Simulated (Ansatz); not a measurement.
# Dielectric response of KBr (110) films, part 2 of 3

Aim: the electronic and static ε of rocksalt KBr (110) from films of three thicknesses in a field.

Ansatz 0.2.0; plane-wave DFT, PBEsol, Ansatz PAW (the session's first sound run).

So far. Step 8 (Field on, atoms free, 10 atoms, field -0.05 V/Å): The dipole is -0.0923 e·Å, and the gap on the mesh 3.830 eV. Step 9 (Response with the atoms relaxed, 10 atoms, units 5): The induced dipole is that of a conductor 10.84 Å thick.

**10. Relaxation, 16 atoms, units 8**

This step: plane-wave DFT, PBEsol, Ansatz PAW (Ansatz 0.2.0).

System of this step: KBr (110), 8 units. The cell holds 16 atoms: 8 K and 8 Br. Its edges and angles: a = 4.667 Å, b = 6.600 Å, c = 34.334 Å, α = 90.0°, β = 90.0°, γ = 90.0°. It derives from KBr (rocksalt KBr). Vacuum lies along c.

The next thickness, treated alike, so that differences show the interior and the faces cancel.

Input file input.yaml:

```yaml
crystal:
  lattice:
    - [4.66690476, 0.0, 0.0]
    - [0.0, 6.6, 0.0]
    - [0.0, 0.0, 34.3341666454]
  atoms:
    - { symbol: K, position: [0.5, 0.5, 0.2621295601] }
    - { symbol: Br, position: [0.5, 0.0, 0.2621295601] }
    - { symbol: K, position: [0.0, 0.0, 0.3300925429] }
    - { symbol: Br, position: [0.0, 0.5, 0.3300925429] }
    - { symbol: K, position: [0.5, 0.5, 0.3980555258] }
    - { symbol: Br, position: [0.5, 0.0, 0.3980555258] }
    - { symbol: K, position: [0.0, 0.0, 0.4660185086] }
    - { symbol: Br, position: [0.0, 0.5, 0.4660185086] }
    - { symbol: K, position: [0.5, 0.5, 0.5339814914] }
    - { symbol: Br, position: [0.5, 0.0, 0.5339814914] }
    - { symbol: K, position: [0.0, 0.0, 0.6019444742] }
    - { symbol: Br, position: [0.0, 0.5, 0.6019444742] }
    - { symbol: K, position: [0.5, 0.5, 0.6699074571] }
    - { symbol: Br, position: [0.5, 0.0, 0.6699074571] }
    - { symbol: K, position: [0.0, 0.0, 0.7378704399] }
    - { symbol: Br, position: [0.0, 0.5, 0.7378704399] }
kpoints:
  mp_grid: { grid: [6, 4, 1] }
hamiltonian:
  xc: pbesol
scf:
  occupations: { method: fixed }
  convergence: { dr2_threshold: 1.0e-09 }
efield:
  axis: 3
  dipole_correction: true
  ramp_position: 0.97
  ramp_width: 0.06
relax:
  f_tol: 0.003
  max_steps: 100
output:
  write_potential: true
  write_density: true
  volumetric_format: npy
```

On the command line:

```bash
$ ansatz run input.yaml --threads 4 --pin off --max-ram 12288MiB --backend cpu --events-out ev --progress --plain --runs-dir out
```

Wall time 1.9 min (4 threads of Arm Neoverse V1, shared host); peak memory 2.1 GiB; 7.3 min of CPU time.

Relaxation path:

```
step  energy less that of the first step (eV)  largest force component (eV/Å)
   1                                   0.0000                          0.2249
   2                                  -0.0417                          0.1014
   3                                  -0.0590                          0.0204
   4                                  -0.0597                          0.0038
   5                                  -0.0597                          0.0013
```

The run keeps the 4 symmetry operations that it works with, so distortions that break them were not tested.

The atoms that moved most (Å):

```
atom     dx     dy      dz  length
  K1  0.000  0.000   0.257   0.257
 K15  0.000  0.000  -0.257   0.257
Br16  0.000  0.000  -0.138   0.138
 Br2  0.000  0.000   0.138   0.138
 K11  0.000  0.000  -0.079   0.079
  K5  0.000  0.000   0.079   0.079
Br14  0.000  0.000  -0.076   0.076
 Br4  0.000  0.000   0.076   0.076
```

The relaxation took 5 steps and lowered the energy by 0.060 eV; the largest force on the free atoms ends at 0.0013 eV/Å.

The gap is 3.89 eV, with the valence edge 5.63 eV and the conduction edge 1.74 eV under the upper vacuum level.

**11. The relaxed film, single point, 16 atoms, units 8**

Input file input.yaml:

```yaml
crystal:
  lattice:
    - [4.66690476, 0.0, 0.0]
    - [0.0, 6.6, 0.0]
    - [0.0, 0.0, 34.3341666454]
  atoms:
    - { symbol: K, position: [0.5, 0.5, 0.2696103671] }
    - { symbol: Br, position: [0.5, 0.0, 0.2661625751] }
    - { symbol: K, position: [0.0, 0.0, 0.330287182] }
    - { symbol: Br, position: [0.0, 0.5, 0.3323188533] }
    - { symbol: K, position: [0.5, 0.5, 0.4003523491] }
    - { symbol: Br, position: [0.5, 0.0, 0.3991409963] }
    - { symbol: K, position: [0.0, 0.0, 0.4658876528] }
    - { symbol: Br, position: [0.0, 0.5, 0.4667735565] }
    - { symbol: K, position: [0.5, 0.5, 0.5341123468] }
    - { symbol: Br, position: [0.5, 0.0, 0.5332264445] }
    - { symbol: K, position: [0.0, 0.0, 0.5996476504] }
    - { symbol: Br, position: [0.0, 0.5, 0.6008590043] }
    - { symbol: K, position: [0.5, 0.5, 0.6697128179] }
    - { symbol: Br, position: [0.5, 0.0, 0.6676811465] }
    - { symbol: K, position: [0.0, 0.0, 0.7303896331] }
    - { symbol: Br, position: [0.0, 0.5, 0.7338374244] }
kpoints:
  mp_grid: { grid: [6, 4, 1] }
hamiltonian:
  xc: pbesol
scf:
  occupations: { method: fixed }
  convergence: { dr2_threshold: 1.0e-09 }
efield:
  axis: 3
  dipole_correction: true
  ramp_position: 0.97
  ramp_width: 0.06
output:
  eigenvalues: true
  write_potential: true
  write_density: true
  volumetric_format: npy
  elf: true
```

Elapsed: 37 s, on 4 threads; peak memory 2.3 GiB.

The gap is 3.89 eV, with the valence edge 5.63 eV and the conduction edge 1.74 eV under the upper vacuum level.

**12. Single point, 16 atoms, units 8, field 0.1 V/Å**

Edit input.yaml of step 11 so:

```diff
@@ -28,3 +28,3 @@
   occupations: { method: fixed }
-  convergence: { dr2_threshold: 1.0e-09 }
+  convergence: { dr2_threshold: 1.0e-10 }
 efield:
@@ -34,4 +34,4 @@
   ramp_width: 0.06
+  amplitude: 0.1
 output:
-  eigenvalues: true
   write_potential: true
@@ -39,2 +39 @@
   volumetric_format: npy
-  elf: true
```

Run time: 42 s. Hardware: 4 threads; peak memory 2.3 GiB.

The dipole is 0.200 e·Å, and the gap on the mesh 3.381 eV.

**13. Single point, 16 atoms, units 8, field -0.1 V/Å**

Edit input.yaml of step 12 so:

```diff
@@ -34,3 +34,3 @@
   ramp_width: 0.06
-  amplitude: 0.1
+  amplitude: -0.1
 output:
```

It took 42 s on 4 threads; peak memory 2.3 GiB; 2.7 min of CPU time.

The dipole is -0.200 e·Å, and the gap on the mesh 3.381 eV.

**14. Response with the atoms held, 16 atoms, units 8**

This step: plane-wave DFT, PBEsol, Ansatz PAW; response to a field along the normal, atoms held (Ansatz 0.2.0).

Local field over the applied field, running mean. From the potentials at -0.1 and 0.1 V/Å; running mean over 2.333 Å, taken twice. Table of local field over applied field by z:

z (Å), local field over applied field and a bar from the least value:
```
      4.5      0.998 ##############################
      5.0      0.994 ##############################
      5.5      0.985 #############################
      6.0      0.963 ############################
      6.5      0.920 ##########################
      7.0      0.850 #######################
      7.5      0.754 ###################
      8.0      0.643 #############
      8.5      0.534 ########
      9.0      0.445 ####
      9.5      0.387 #
     10.0      0.360 
     10.5      0.357 
     11.0      0.366 
     11.5      0.378 #
     12.0      0.387 #
     12.5      0.391 ##
     13.0      0.390 ##
     13.5      0.387 #
     14.0      0.384 #
     14.5      0.382 #
     15.0      0.382 #
     15.5      0.383 #
     16.0      0.383 #
     16.5      0.384 #
     17.0      0.384 #
     17.5      0.384 #
     18.0      0.384 #
     18.5      0.383 #
     19.0      0.382 #
     19.5      0.382 #
     20.0      0.383 #
     20.5      0.385 #
     21.0      0.388 #
     21.5      0.390 ##
     22.0      0.390 ##
     22.5      0.385 #
     23.0      0.374 #
     23.5      0.363 
     24.0      0.356 
     24.5      0.366 
     25.0      0.402 ##
     25.5      0.472 #####
     26.0      0.569 ##########
     26.5      0.680 ###############
     27.0      0.788 ####################
     27.5      0.876 ########################
     28.0      0.937 ###########################
     28.5      0.972 #############################
     29.0      0.989 ##############################
     29.5      0.996 ##############################
     30.0      0.998 ##############################
```

The induced dipole is that of a conductor 11.73 Å thick.

**15. Relaxing the film, 24 atoms, units 12**

This step: plane-wave DFT, PBEsol, Ansatz PAW (Ansatz 0.2.0).

System of this step: KBr (110), 12 units. The cell holds 24 atoms: 12 K and 12 Br. Cell: a = 4.667 Å, b = 6.600 Å, c = 43.668 Å, α = 90.0°, β = 90.0°, γ = 90.0°. It derives from KBr (rocksalt KBr). Vacuum lies along c.

Input file input.yaml:

```yaml
crystal:
  lattice:
    - [4.66690476, 0.0, 0.0]
    - [0.0, 6.6, 0.0]
    - [0.0, 0.0, 43.6679761571]
  atoms:
    - { symbol: K, position: [0.5, 0.5, 0.2061006896] }
    - { symbol: Br, position: [0.5, 0.0, 0.2061006896] }
    - { symbol: K, position: [0.0, 0.0, 0.2595369279] }
    - { symbol: Br, position: [0.0, 0.5, 0.2595369279] }
    - { symbol: K, position: [0.5, 0.5, 0.3129731661] }
    - { symbol: Br, position: [0.5, 0.0, 0.3129731661] }
    - { symbol: K, position: [0.0, 0.0, 0.3664094044] }
    - { symbol: Br, position: [0.0, 0.5, 0.3664094044] }
    - { symbol: K, position: [0.5, 0.5, 0.4198456426] }
    - { symbol: Br, position: [0.5, 0.0, 0.4198456426] }
    - { symbol: K, position: [0.0, 0.0, 0.4732818809] }
    - { symbol: Br, position: [0.0, 0.5, 0.4732818809] }
    - { symbol: K, position: [0.5, 0.5, 0.5267181191] }
    - { symbol: Br, position: [0.5, 0.0, 0.5267181191] }
    - { symbol: K, position: [0.0, 0.0, 0.5801543574] }
    - { symbol: Br, position: [0.0, 0.5, 0.5801543574] }
    - { symbol: K, position: [0.5, 0.5, 0.6335905956] }
    - { symbol: Br, position: [0.5, 0.0, 0.6335905956] }
    - { symbol: K, position: [0.0, 0.0, 0.6870268339] }
    - { symbol: Br, position: [0.0, 0.5, 0.6870268339] }
    - { symbol: K, position: [0.5, 0.5, 0.7404630721] }
    - { symbol: Br, position: [0.5, 0.0, 0.7404630721] }
    - { symbol: K, position: [0.0, 0.0, 0.7938993104] }
    - { symbol: Br, position: [0.0, 0.5, 0.7938993104] }
kpoints:
  mp_grid: { grid: [6, 4, 1] }
hamiltonian:
  xc: pbesol
scf:
  occupations: { method: fixed }
  convergence: { dr2_threshold: 1.0e-09 }
efield:
  axis: 3
  dipole_correction: true
  ramp_position: 0.97
  ramp_width: 0.06
relax:
  f_tol: 0.003
  max_steps: 100
output:
  write_potential: true
  write_density: true
  volumetric_format: npy
```

Elapsed: 4.6 min, on 4 threads; peak memory 3.5 GiB; 18 min of CPU time.

Relaxation path:

```
step  energy less that of the first step (eV)  largest force component (eV/Å)
   1                                   0.0000                          0.2249
   2                                  -0.0429                          0.1021
   3                                  -0.0624                          0.0253
   4                                  -0.0634                          0.0045
   5                                  -0.0634                          0.0010
   6                                  -0.0635                          0.0005
```

The run keeps the 4 symmetry operations that it works with, so distortions that break them were not tested.

The atoms that moved most (Å):

```
atom     dx     dy      dz  length
  K1  0.000  0.000   0.318   0.318
 K23  0.000  0.000  -0.318   0.318
 Br2  0.000  0.000   0.203   0.203
Br24  0.000  0.000  -0.203   0.203
  K5  0.000  0.000   0.137   0.137
 K19  0.000  0.000  -0.137   0.137
Br22  0.000  0.000  -0.137   0.137
 Br4  0.000  0.000   0.137   0.137
```

Running mean over 2.333 Å of the planar mean; the ramp of the sawtooth is left out. Electron's electrostatic potential energy less the highest filled level against z:

```
z (Å)  electron's electrostatic potential energy less the highest filled level (eV)
    4                                                                          5.62
    5                                                                          5.62
    6                                                                          5.61
    7                                                                          5.46
    8                                                                          3.30
    9                                                                         0.595
   10                                                                       -0.0199
   11                                                                         0.180
   12                                                                         0.453
   13                                                                         0.467
   14                                                                         0.410
   15                                                                         0.270
   16                                                                         0.406
   17                                                                         0.336
   18                                                                         0.406
   19                                                                         0.361
   20                                                                         0.349
   21                                                                         0.405
   22                                                                         0.321
   23                                                                         0.416
   24                                                                         0.315
   25                                                                         0.407
   26                                                                         0.361
   27                                                                         0.375
   28                                                                         0.370
   29                                                                         0.288
   30                                                                         0.438
   31                                                                         0.474
   32                                                                         0.419
   33                                                                       -0.0340
   34                                                                         0.203
   35                                                                          1.05
   36                                                                          4.47
   37                                                                          5.56
   38                                                                          5.62
   39                                                                          5.62
   40                                                                          5.62
```

The relaxation took 6 steps and lowered the energy by 0.063 eV; the largest force on the free atoms ends at 4.9e-4 eV/Å.

The gap is 3.89 eV, with the valence edge 5.62 eV and the conduction edge 1.74 eV under the upper vacuum level.

**16. The series together**

Times are for 4 threads of Arm Neoverse V1, shared host. Results by setting:

```
no.  units  gap by band count (eV)  ionisation energy, upper face (eV)  electron affinity, upper face (eV)     time  memory (GiB)
  1      5                   3.864                               5.591                               1.727     41 s           1.3
  2      8                   3.886                               5.629                               1.742  1.9 min           2.1
  3     12                   3.886                               5.624                               1.738  4.6 min           3.5
```

The valence density, planar mean (5) oscillates, so the rows of the table below give means over windows of 2.21 Å about each position, cut where the curve ends. Its maxima inside the range that stand out by 2 % of the span (Å: e/Å³): 9.3: 0.366, 11.2: 0.366, 13.7: 0.367, 16.1: 0.366, 18.1: 0.366. Its minima: 10.3: 0.102, 12.5: 0.0825, 14.8: 0.0825, 17.1: 0.102.

The runs together. Table of valence density, planar mean by z; means over each step:

```
z (Å)  5 (e/Å³)  8 (e/Å³)  12 (e/Å³)
 3.31         0         0          0
 5.53    1.4e-4    1.2e-4     1.0e-4
 7.73    0.0672    0.0608     0.0530
 9.95     0.241     0.241      0.240
12.16     0.217     0.215      0.217
14.37     0.220     0.227      0.227
16.57     0.238     0.225      0.226
18.79     0.190     0.229      0.228
21.00   0.00133     0.226      0.230
23.21    3.1e-6     0.235      0.230
25.41         0     0.217      0.231
```

**17. Single point on the relaxed film, 24 atoms, units 12**

Input file input.yaml:

```yaml
crystal:
  lattice:
    - [4.66690476, 0.0, 0.0]
    - [0.0, 6.6, 0.0]
    - [0.0, 0.0, 43.6679761571]
  atoms:
    - { symbol: K, position: [0.5, 0.5, 0.2133784291] }
    - { symbol: Br, position: [0.5, 0.0, 0.2107462276] }
    - { symbol: K, position: [0.0, 0.0, 0.2611670825] }
    - { symbol: Br, position: [0.0, 0.5, 0.262668538] }
    - { symbol: K, position: [0.5, 0.5, 0.3161138372] }
    - { symbol: Br, position: [0.5, 0.0, 0.3153288035] }
    - { symbol: K, position: [0.0, 0.0, 0.3678772233] }
    - { symbol: Br, position: [0.0, 0.5, 0.3683461938] }
    - { symbol: K, position: [0.5, 0.5, 0.421095528] }
    - { symbol: Br, position: [0.5, 0.0, 0.4207962823] }
    - { symbol: K, position: [0.0, 0.0, 0.4735129734] }
    - { symbol: Br, position: [0.0, 0.5, 0.4737417561] }
    - { symbol: K, position: [0.5, 0.5, 0.5264870281] }
    - { symbol: Br, position: [0.5, 0.0, 0.5262582404] }
    - { symbol: K, position: [0.0, 0.0, 0.5789044726] }
    - { symbol: Br, position: [0.0, 0.5, 0.5792037163] }
    - { symbol: K, position: [0.5, 0.5, 0.6321227769] }
    - { symbol: Br, position: [0.5, 0.0, 0.6316538021] }
    - { symbol: K, position: [0.0, 0.0, 0.683886163] }
    - { symbol: Br, position: [0.0, 0.5, 0.6846711914] }
    - { symbol: K, position: [0.5, 0.5, 0.7388329212] }
    - { symbol: Br, position: [0.5, 0.0, 0.7373314617] }
    - { symbol: K, position: [0.0, 0.0, 0.7866215753] }
    - { symbol: Br, position: [0.0, 0.5, 0.789253776] }
kpoints:
  mp_grid: { grid: [6, 4, 1] }
hamiltonian:
  xc: pbesol
scf:
  occupations: { method: fixed }
  convergence: { dr2_threshold: 1.0e-09 }
efield:
  axis: 3
  dipole_correction: true
  ramp_position: 0.97
  ramp_width: 0.06
output:
  eigenvalues: true
  dos: { projected: true, e_range: [-7, 7] }
  write_potential: true
  write_density: true
  volumetric_format: npy
checkpoint:
  write: end12.run
  compress: false
  write_wavefunctions: false
```

Elapsed: 86 s, on 4 threads; peak memory 4 GiB.

Running mean over 2.333 Å of the planar mean; the ramp of the sawtooth is left out. Electron's electrostatic potential energy less the highest filled level against z:

```
z (Å)  electron's electrostatic potential energy less the highest filled level (eV)
    4                                                                          5.62
    6                                                                          5.61
    8                                                                          3.30
   10                                                                       -0.0200
   12                                                                         0.453
   14                                                                         0.410
   16                                                                         0.406
   18                                                                         0.406
   20                                                                         0.349
   22                                                                         0.321
   24                                                                         0.315
   26                                                                         0.361
   28                                                                         0.370
   30                                                                         0.438
   32                                                                         0.419
   34                                                                         0.203
   36                                                                          4.47
   38                                                                          5.62
   40                                                                          5.62
```

The gap is 3.89 eV, with the valence edge 5.62 eV and the conduction edge 1.74 eV under the upper vacuum level.

**18. Single point, 24 atoms, units 12, field 0.1 V/Å**

Edit input.yaml of step 17 so:

```diff
@@ -36,3 +36,3 @@
   occupations: { method: fixed }
-  convergence: { dr2_threshold: 1.0e-09 }
+  convergence: { dr2_threshold: 1.0e-10 }
 efield:
@@ -42,5 +42,4 @@
   ramp_width: 0.06
+  amplitude: 0.1
 output:
-  eigenvalues: true
-  dos: { projected: true, e_range: [-7, 7] }
   write_potential: true
@@ -48,5 +47 @@
   volumetric_format: npy
-checkpoint:
-  write: end12.run
-  compress: false
-  write_wavefunctions: false
```

It took 94 s on 4 threads; peak memory 4 GiB; 6.1 min of CPU time.

The dipole is 0.296 e·Å, and the gap on the mesh 3.029 eV.

(Part 2 of 3 ends here.)

[Logs are printed without paths, hosts, clocks, repeated set-up lines and the standing remarks that a program may print on its own settings, such as how far it seeks lower states.]

[Hosts, paths, dates, database ids (printed as entryN), source tags and the programs' standing remarks are cut or masked in the printed files.]

[Maps of the electrostatic potential energy from Ansatz leave out the sawtooth potential of an applied field or a dipole correction, so their vacuum need not be flat; planar profiles and work functions include it.]
